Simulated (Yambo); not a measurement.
# GaSb (F-43m) in Yambo: further runs

The runs below take GaSb through optical spectrum, optical spectrum by the Bethe-Salpeter equation, with PBEsol.

All numbers are computed with Yambo 5.3.0; they aren't measurements. Logs are shortened: lines on timing, memory, paths and dates and some standing lists are left out, and cuts for length are marked.

**Measured values to compare with.**

From a printed reference work, data compilation, for a bulk crystal of GaSb at 4.2 K: band gap 0.811 eV (direct).

The results are compared with them further down.

## 1. The crystal as given

The structure is cubic, space group F-43m (No. 216). Conventional cell: a = 6.118 Å, b = 6.118 Å, c = 6.118 Å, α = 90.00°, β = 90.00°, γ = 90.00°. Sb (site symmetry -43m) is surrounded by 4 Ga at 2.65 Å. Ga (site symmetry -43m) has 4 Sb at 2.65 Å as nearest neighbours.

## 2. Optical spectrum, PBEsol

Contents of optics1.in:

```
optics
chi
Chimod= "HARTREE"
% BndsRnXd
 1 | 39 |
%
NGsBlkXd= 3 Ry
% LongDrXd
 1 | 0 | 0 |
%
% QpntsRXd
 1 | 1 |
%
% EnRngeXd
 0 | 20 | eV
%
% DmRngeXd
 0.1 | 0.1 | eV
%
ETStpsXd= 200
```

Contents of scf.in:

```
&CONTROL
  calculation = 'scf'
  prefix = 'pwscf'
  outdir = './tmp'
  pseudo_dir = './pseudo'
/
&SYSTEM
  ibrav = 0
  nat = 2
  ntyp = 2
  ecutwfc = 80
  nbnd = 21
  occupations = 'smearing'
  smearing = 'fd'
  degauss = 0.00367493
  force_symmorphic = .true.
/
&ELECTRONS
  conv_thr = 4d-10
  electron_maxstep = 120
  mixing_beta = 0.5
/
ATOMIC_SPECIES
Sb   121.7600 Sb.upf
Ga    69.7230 Ga.upf
CELL_PARAMETERS angstrom
   0.0000000000    3.0590000000    3.0590000000
   3.0590000000    0.0000000000    3.0590000000
   3.0590000000    3.0590000000    0.0000000000
ATOMIC_POSITIONS crystal
Sb     0.7500000000    0.7500000000    0.7500000000
Ga     0.0000000000    0.0000000000    0.0000000000
K_POINTS automatic
10 10 10 0 0 0
```

Contents of nscf.in:

```
&CONTROL
  calculation = 'nscf'
  prefix = 'pwscf'
  outdir = './tmp'
  pseudo_dir = './pseudo'
/
&SYSTEM
  ibrav = 0
  nat = 2
  ntyp = 2
  ecutwfc = 80
  nbnd = 44
  occupations = 'smearing'
  smearing = 'fd'
  degauss = 0.00367493
  force_symmorphic = .true.
/
&ELECTRONS
  conv_thr = 1d-08
  diago_full_acc = .true.
  diago_thr_init = 1d-06
/
ATOMIC_SPECIES
Sb   121.7600 Sb.upf
Ga    69.7230 Ga.upf
CELL_PARAMETERS angstrom
   0.0000000000    3.0590000000    3.0590000000
   3.0590000000    0.0000000000    3.0590000000
   3.0590000000    3.0590000000    0.0000000000
ATOMIC_POSITIONS crystal
Sb     0.7500000000    0.7500000000    0.7500000000
Ga     0.0000000000    0.0000000000    0.0000000000
K_POINTS automatic
10 10 10 0 0 0
```

Potentials or basis: PseudoDojo 0.4.1 SR PBEsol standard.

Started as:

```
OMP_NUM_THREADS=1 pw.x -in scf.in > scf.out
OMP_NUM_THREADS=1 pw.x -in nscf.in > nscf.out
cd tmp/pwscf.save; p2y; mv SAVE ../..; cd ../..
OMP_NUM_THREADS=1 yambo
OMP_NUM_THREADS=1 yambo -F optics1.in -J optics1 -C optics1_out
```

Yambo's report:

```text
[... sections 02.01 to 02.04 as in the set-up run ...]

  [02.05] Energies & Occupations
  ==============================

  [X] === General ===
  [X] Electronic Temperature                        :  0.258606E-1   300.100    [eV K]
  [X] Bosonic    Temperature                        :  0.258606E-1   300.100    [eV K]
  [X] Finite Temperature mode                       : yes
  [X] El. density                                   :  0.48909E+24 [cm-3]
  [X] Fermi Level                                   :  8.202743 [eV]

  [X] === Gaps and Widths ===
  [X] Conduction Band Min                           :  8.202743 [eV]
  [X] Valence Band Max                              :  8.202743 [eV]
  [X] Filled Bands                                  :  11
  [X] Metallic Bands                                :  12  15
  [X] Empty Bands                                   :   16   44

  [X] === Metallic Characters ===
  [X] N of el / N of met el                         :  28.00000   6.00030
  [X] Average metallic occ.                         :  0.375019

  [WARNING] [X] Metallic system

 [03] Transferred momenta grid and indexing
 ==========================================

 IBZ Q-points                                      :   47
 BZ  Q-points                                      :  1000

 K/Q-points units:
 rlu = crystal or reduced units; cc = cartesian coordinates; iku = interal k-units

 Q [ 1]         [rlu]:  0.000000  0.000000  0.000000
 Q [ 2]         [rlu]: -0.80020E-18 -0.80020E-18  0.10000
 Q [ 3]         [rlu]: -0.27103E-17 -0.27103E-17  0.20000
 Q [ 4]         [rlu]:  0.84230E-17  0.84230E-17  0.30000
 Q [ 5]         [rlu]:  0.31214E-16  0.31214E-16  0.40000
 Q [ 6]         [rlu]:  0.63676E-16  0.63676E-16 -0.50000
 Q [ 7]         [rlu]:  0.14645E-17  0.10000      0.10000
 Q [ 8]         [rlu]: -0.14678E-16  0.10000      0.20000
 Q [ 9]         [rlu]: -0.27103E-17  0.10000      0.30000
 Q [10]         [rlu]:  0.84230E-17  0.10000      0.40000
 Q [11]         [rlu]: -0.54206E-17  0.10000      0.50000
 Q [12]         [rlu]:  0.81651E-17  0.10000     -0.40000
 Q [13]         [rlu]: -0.56785E-17  0.10000     -0.30000
 Q [14]         [rlu]: -0.33959E-16  0.10000     -0.20000
 Q [15]         [rlu]:  0.27103E-17  0.10000     -0.10000
[... 30 lines left out ...]
 Q [46]         [rlu]:  0.200000  0.400000 -0.300000
 Q [47]         [rlu]:  0.200000 -0.500000 -0.300000

 [WARNING] [Xd] User bands 1-39 break level degeneracy

 [04] Dipoles
 ============

  [04.01] Setup: observables and procedures
  =========================================

  [WF-Oscillators/G space/Transverse up loader] Normalization (few states)  min/max  :  0.35762E-17   1.0000

  [WR./optics1//ndb.dipoles]------------------------------------------------------
   Brillouin Zone Q/K grids (IBZ/BZ)                :    47  1000    47  1000
   RL vectors                                       :   5817 [WF]
   Fragmentation                                    : yes
   Electronic Temperature                           :  300.1000 [K]
   Bosonic    Temperature                           :  300.1000 [K]
   DIP band range                                   :    1   39
   DIP band range limits                            :  15  12
   DIP e/h energy range                             : -1.000000 -1.000000 [eV]
   RL vectors in the sum                            :   5817
   [r,Vnl] included                                 : yes
   Bands ordered                                    : yes
   Direct v evaluation                              : no
   Approach used                                    : G-space v
   Dipoles computed                                 : R V P [G-space]
   Wavefunctions                                    : Perdew, Burke & Ernzerhof SOL(X)+Perdew, Burke & Ernzerhof SOL(C)

  [WARNING] [r,Vnl^pseudo] included in position and velocity dipoles.

  [WARNING] In case H contains other non local terms, these are neglected

 [05] Optics
 ===========

 [X-CG] R(p) Tot o/o(of R):    13286   352926      100

 [WARNING] The system is a metal but Drude term not included.
```

It took 4.1 min on 1 thread of Intel Xeon Platinum 8259CL at 2.50GHz (Skylake/Cascade Lake), shared host; peak memory 0.72 GiB.

What came out:

| Item | Value |
| --- | --- |
| Band gap on the k mesh, mean-field level | none (metal or under the smearing width) |

Dielectric function (along the field direction of the input):
| energy (eV) | real part | imaginary part |
| --- | --- | --- |
| 0.30 | -21.08 | 31.16 |
| 1.31 | 25.11 | 13.43 |
| 2.31 | 9.42 | 11.76 |
| 3.32 | 11.91 | 21.89 |
| 4.42 | -2.18 | 16.47 |
| 5.43 | -4.47 | 4.46 |
| 6.43 | -3.42 | 4.08 |
| 7.54 | -2.59 | 2.79 |
| 8.54 | -1.78 | 1.59 |
| 9.55 | -1.28 | 0.97 |
| 10.65 | -0.82 | 0.61 |
| 11.66 | -0.54 | 0.44 |
| 12.66 | -0.34 | 0.41 |
| 13.77 | -0.04 | 0.25 |
| 14.77 | 0.17 | 0.26 |
| 15.78 | 0.25 | 0.23 |
| 16.88 | 0.39 | 0.21 |
| 17.89 | 0.49 | 0.16 |
| 18.89 | 0.52 | 0.18 |
| 20.00 | 0.57 | 0.19 |

Caveat: the intraband (Drude) term of the metal is left out; the ground state has no gap, which makes the many-body step unreliable; these spectra lack excitons.

## 3. Optical spectrum, PBEsol

Contents of optics2.in:

```
optics
chi
tddft
Chimod= "ALDA"
% BndsRnXd
 1 | 39 |
%
NGsBlkXd= 3 Ry
% LongDrXd
 1 | 0 | 0 |
%
% QpntsRXd
 1 | 1 |
%
% EnRngeXd
 0 | 20 | eV
%
% DmRngeXd
 0.1 | 0.1 | eV
%
ETStpsXd= 200
FxcGRLc= 3 Ry
VXCRLvcs= 3 Ry
```

scf.in is that of step 2.

nscf.in is that of step 2.

Potentials or basis: PseudoDojo 0.4.1 SR PBEsol standard.

Started as:

```
OMP_NUM_THREADS=1 pw.x -in scf.in > scf.out
OMP_NUM_THREADS=1 pw.x -in nscf.in > nscf.out
cd tmp/pwscf.save; p2y; mv SAVE ../..; cd ../..
OMP_NUM_THREADS=1 yambo
OMP_NUM_THREADS=1 yambo -F optics2.in -J optics2 -C optics2_out
```

Yambo's report:

```text
[... sections 02.01 to 02.04 as in the set-up run ...]

  [02.05] Energies & Occupations
  ==============================

  [X] === General ===
  [X] Electronic Temperature                        :  0.258606E-1   300.100    [eV K]
  [X] Bosonic    Temperature                        :  0.258606E-1   300.100    [eV K]
  [X] Finite Temperature mode                       : yes
  [X] El. density                                   :  0.48909E+24 [cm-3]
  [X] Fermi Level                                   :  8.202743 [eV]

  [X] === Gaps and Widths ===
  [X] Conduction Band Min                           :  8.202743 [eV]
  [X] Valence Band Max                              :  8.202743 [eV]
  [X] Filled Bands                                  :  11
  [X] Metallic Bands                                :  12  15
  [X] Empty Bands                                   :   16   44

  [X] === Metallic Characters ===
  [X] N of el / N of met el                         :  28.00000   6.00030
  [X] Average metallic occ.                         :  0.375019

  [WARNING] [X] Metallic system

 [03] Transferred momenta grid and indexing
 ==========================================

 IBZ Q-points                                      :   47
 BZ  Q-points                                      :  1000

 K/Q-points units:
 rlu = crystal or reduced units; cc = cartesian coordinates; iku = interal k-units

 Q [ 1]         [rlu]:  0.000000  0.000000  0.000000
 Q [ 2]         [rlu]: -0.80020E-18 -0.80020E-18  0.10000
 Q [ 3]         [rlu]: -0.27103E-17 -0.27103E-17  0.20000
 Q [ 4]         [rlu]:  0.84230E-17  0.84230E-17  0.30000
 Q [ 5]         [rlu]:  0.31214E-16  0.31214E-16  0.40000
 Q [ 6]         [rlu]:  0.63676E-16  0.63676E-16 -0.50000
 Q [ 7]         [rlu]:  0.14645E-17  0.10000      0.10000
 Q [ 8]         [rlu]: -0.14678E-16  0.10000      0.20000
 Q [ 9]         [rlu]: -0.27103E-17  0.10000      0.30000
 Q [10]         [rlu]:  0.84230E-17  0.10000      0.40000
 Q [11]         [rlu]: -0.54206E-17  0.10000      0.50000
 Q [12]         [rlu]:  0.81651E-17  0.10000     -0.40000
 Q [13]         [rlu]: -0.56785E-17  0.10000     -0.30000
 Q [14]         [rlu]: -0.33959E-16  0.10000     -0.20000
 Q [15]         [rlu]:  0.27103E-17  0.10000     -0.10000
[... 30 lines left out ...]
 Q [46]         [rlu]:  0.200000  0.400000 -0.300000
 Q [47]         [rlu]:  0.200000 -0.500000 -0.300000

 [WARNING] [Xd] User bands 1-39 break level degeneracy

 [04] Dipoles
 ============

  [04.01] Setup: observables and procedures
  =========================================

  [WF-Oscillators/G space/Transverse up loader] Normalization (few states)  min/max  :  0.35762E-17   1.0000

  [WR./optics2//ndb.dipoles]------------------------------------------------------
   Brillouin Zone Q/K grids (IBZ/BZ)                :    47  1000    47  1000
   RL vectors                                       :   5817 [WF]
   Fragmentation                                    : yes
   Electronic Temperature                           :  300.1000 [K]
   Bosonic    Temperature                           :  300.1000 [K]
   DIP band range                                   :    1   39
   DIP band range limits                            :  15  12
   DIP e/h energy range                             : -1.000000 -1.000000 [eV]
   RL vectors in the sum                            :   5817
   [r,Vnl] included                                 : yes
   Bands ordered                                    : yes
   Direct v evaluation                              : no
   Approach used                                    : G-space v
   Dipoles computed                                 : R V P [G-space]
   Wavefunctions                                    : Perdew, Burke & Ernzerhof SOL(X)+Perdew, Burke & Ernzerhof SOL(C)

  [WARNING] [r,Vnl^pseudo] included in position and velocity dipoles.

  [WARNING] In case H contains other non local terms, these are neglected

 [05] Optics
 ===========

 [xc] Functional : Perdew, Burke & Ernzerhof SOL(X)+Perdew, Burke & Ernzerhof SOL(C)
 [xc] LIBXC used to calculate xc functional
  PP Number of Atomic Species                      :  2
  NLCC RL compoments                               :   37461
 [X-CG] R(p) Tot o/o(of R):    13286   352926      100

 [WARNING] The system is a metal but Drude term not included.
```

Wall time 4.1 min (1 thread of Intel Xeon Platinum 8259CL at 2.50GHz (Skylake/Cascade Lake), shared host); peak memory 0.72 GiB.

Results:

```
Band gap on the k mesh, mean-field level : none (metal or under the smearing width)
```

Dielectric function (along the field direction of the input):
| energy (eV) | real part | imaginary part |
| --- | --- | --- |
| 0.30 | -19.81 | 31.16 |
| 1.31 | 27.07 | 14.42 |
| 2.31 | 10.59 | 13.04 |
| 3.32 | 11.04 | 26.15 |
| 4.42 | -5.10 | 17.11 |
| 5.43 | -4.72 | 4.44 |
| 6.43 | -3.92 | 3.87 |
| 7.54 | -2.83 | 2.53 |
| 8.54 | -1.93 | 1.47 |
| 9.55 | -1.35 | 0.88 |
| 10.65 | -0.82 | 0.54 |
| 11.66 | -0.53 | 0.39 |
| 12.66 | -0.34 | 0.35 |
| 13.77 | -0.04 | 0.22 |
| 14.77 | 0.15 | 0.24 |
| 15.78 | 0.26 | 0.19 |
| 16.88 | 0.40 | 0.20 |
| 17.89 | 0.51 | 0.15 |
| 18.89 | 0.54 | 0.20 |
| 20.00 | 0.57 | 0.20 |

Caveat: the LDA kernel is used on GGA states, which is inconsistent by a few percent; the intraband (Drude) term of the metal is left out; the ground state has no gap, which makes the many-body step unreliable; these spectra lack excitons.

## 4. Optical spectrum, PBEsol

Contents of optics3.in:

```
optics
chi
tddft
Chimod= "LRC"
% BndsRnXd
 1 | 39 |
%
NGsBlkXd= 3 Ry
% LongDrXd
 1 | 0 | 0 |
%
% QpntsRXd
 1 | 1 |
%
% EnRngeXd
 0 | 20 | eV
%
% DmRngeXd
 0.1 | 0.1 | eV
%
ETStpsXd= 200
LRC_alpha= -0.2
```

scf.in is that of step 3.

nscf.in is that of step 3.

Potentials or basis: PseudoDojo 0.4.1 SR PBEsol standard.

Started as:

```
OMP_NUM_THREADS=1 pw.x -in scf.in > scf.out
OMP_NUM_THREADS=1 pw.x -in nscf.in > nscf.out
cd tmp/pwscf.save; p2y; mv SAVE ../..; cd ../..
OMP_NUM_THREADS=1 yambo
OMP_NUM_THREADS=1 yambo -F optics3.in -J optics3 -C optics3_out
```

Yambo's report:

```text
[... sections 02.01 to 02.04 as in the set-up run ...]

  [02.05] Energies & Occupations
  ==============================

  [X] === General ===
  [X] Electronic Temperature                        :  0.258606E-1   300.100    [eV K]
  [X] Bosonic    Temperature                        :  0.258606E-1   300.100    [eV K]
  [X] Finite Temperature mode                       : yes
  [X] El. density                                   :  0.48909E+24 [cm-3]
  [X] Fermi Level                                   :  8.202743 [eV]

  [X] === Gaps and Widths ===
  [X] Conduction Band Min                           :  8.202743 [eV]
  [X] Valence Band Max                              :  8.202743 [eV]
  [X] Filled Bands                                  :  11
  [X] Metallic Bands                                :  12  15
  [X] Empty Bands                                   :   16   44

  [X] === Metallic Characters ===
  [X] N of el / N of met el                         :  28.00000   6.00030
  [X] Average metallic occ.                         :  0.375019

  [WARNING] [X] Metallic system

 [03] Transferred momenta grid and indexing
 ==========================================

 IBZ Q-points                                      :   47
 BZ  Q-points                                      :  1000

 K/Q-points units:
 rlu = crystal or reduced units; cc = cartesian coordinates; iku = interal k-units

 Q [ 1]         [rlu]:  0.000000  0.000000  0.000000
 Q [ 2]         [rlu]: -0.80020E-18 -0.80020E-18  0.10000
 Q [ 3]         [rlu]: -0.27103E-17 -0.27103E-17  0.20000
 Q [ 4]         [rlu]:  0.84230E-17  0.84230E-17  0.30000
 Q [ 5]         [rlu]:  0.31214E-16  0.31214E-16  0.40000
 Q [ 6]         [rlu]:  0.63676E-16  0.63676E-16 -0.50000
 Q [ 7]         [rlu]:  0.14645E-17  0.10000      0.10000
 Q [ 8]         [rlu]: -0.14678E-16  0.10000      0.20000
 Q [ 9]         [rlu]: -0.27103E-17  0.10000      0.30000
 Q [10]         [rlu]:  0.84230E-17  0.10000      0.40000
 Q [11]         [rlu]: -0.54206E-17  0.10000      0.50000
 Q [12]         [rlu]:  0.81651E-17  0.10000     -0.40000
 Q [13]         [rlu]: -0.56785E-17  0.10000     -0.30000
 Q [14]         [rlu]: -0.33959E-16  0.10000     -0.20000
 Q [15]         [rlu]:  0.27103E-17  0.10000     -0.10000
[... 30 lines left out ...]
 Q [46]         [rlu]:  0.200000  0.400000 -0.300000
 Q [47]         [rlu]:  0.200000 -0.500000 -0.300000

 [WARNING] [Xd] User bands 1-39 break level degeneracy

 [04] Dipoles
 ============

  [04.01] Setup: observables and procedures
  =========================================

  [WF-Oscillators/G space/Transverse up loader] Normalization (few states)  min/max  :  0.35762E-17   1.0000

  [WR./optics3//ndb.dipoles]------------------------------------------------------
   Brillouin Zone Q/K grids (IBZ/BZ)                :    47  1000    47  1000
   RL vectors                                       :   5817 [WF]
   Fragmentation                                    : yes
   Electronic Temperature                           :  300.1000 [K]
   Bosonic    Temperature                           :  300.1000 [K]
   DIP band range                                   :    1   39
   DIP band range limits                            :  15  12
   DIP e/h energy range                             : -1.000000 -1.000000 [eV]
   RL vectors in the sum                            :   5817
   [r,Vnl] included                                 : yes
   Bands ordered                                    : yes
   Direct v evaluation                              : no
   Approach used                                    : G-space v
   Dipoles computed                                 : R V P [G-space]
   Wavefunctions                                    : Perdew, Burke & Ernzerhof SOL(X)+Perdew, Burke & Ernzerhof SOL(C)

  [WARNING] [r,Vnl^pseudo] included in position and velocity dipoles.

  [WARNING] In case H contains other non local terms, these are neglected

 [05] Optics
 ===========

 [X-CG] R(p) Tot o/o(of R):    13286   352926      100

 [WARNING] The system is a metal but Drude term not included.
```

o-optics3.eps_q1_inv_LRC_dyson:

```text
# Absorption @ Q(1):   1.00000000      0.00000000      0.00000000    [q->0 direction]
#
# [ X ] Hartree size                              :   51
# [GEN] GF Energies                               : Perdew, Burke & Ernzerhof SOL(X)+Perdew, Burke & Ernzerhof SOL(C)
# [GEN] Green`s Function                          : Retarded
#
# [GEN] Gauge                                     : Length
# [GEN] [r,Vnl] included                          : yes
#
#    E[1] [eV]          Im(eps)            Re(eps)            Im(eps_o)          Re(eps_o)
#
        0.000000          -0.10162E-11       -70.74994          -0.17193E-13        508.3169
        0.100503           15.06576          -59.58643           256.3035           27.23055
        0.201005           18.17924          -38.69923           82.90073          -39.97662
        0.301508           15.03525          -20.85607           31.17433          -19.36605
        0.402010           11.30278          -7.838784           14.69748          -4.472968
        0.502513           8.591731           1.684621           8.306598           4.578480
[... 192 lines left out ...]
        19.89950           0.188108           0.582348           0.251893           0.510256
        20.00000           0.188478           0.574915           0.229156           0.502386
#
```

It took 4 min on 1 thread of Intel Xeon Platinum 8259CL at 2.50GHz (Skylake/Cascade Lake), shared host; peak memory 0.72 GiB.

What came out:

* Band gap on the k mesh, mean-field level: none (metal or under the smearing width)

Dielectric function (along the field direction of the input):
```tsv
energy (eV)	real part	imaginary part
0.30	-20.86	15.04
1.31	29.18	31.56
2.31	7.49	14.98
3.32	2.72	27.22
4.42	-5.53	14.04
5.43	-4.28	3.76
6.43	-3.34	3.55
7.54	-2.50	2.49
8.54	-1.70	1.46
9.55	-1.22	0.91
10.65	-0.78	0.58
11.66	-0.51	0.42
12.66	-0.31	0.39
13.77	-0.02	0.24
14.77	0.18	0.26
15.78	0.26	0.23
16.88	0.39	0.21
17.89	0.49	0.16
18.89	0.52	0.18
20.00	0.57	0.19
```

Caveat: the intraband (Drude) term of the metal is left out; the ground state has no gap, which makes the many-body step unreliable; the long-range kernel's strength is typed, not fitted to the crystal's screening; independent-particle spectra lack excitons.

(Part 1 of 2 ends here.)
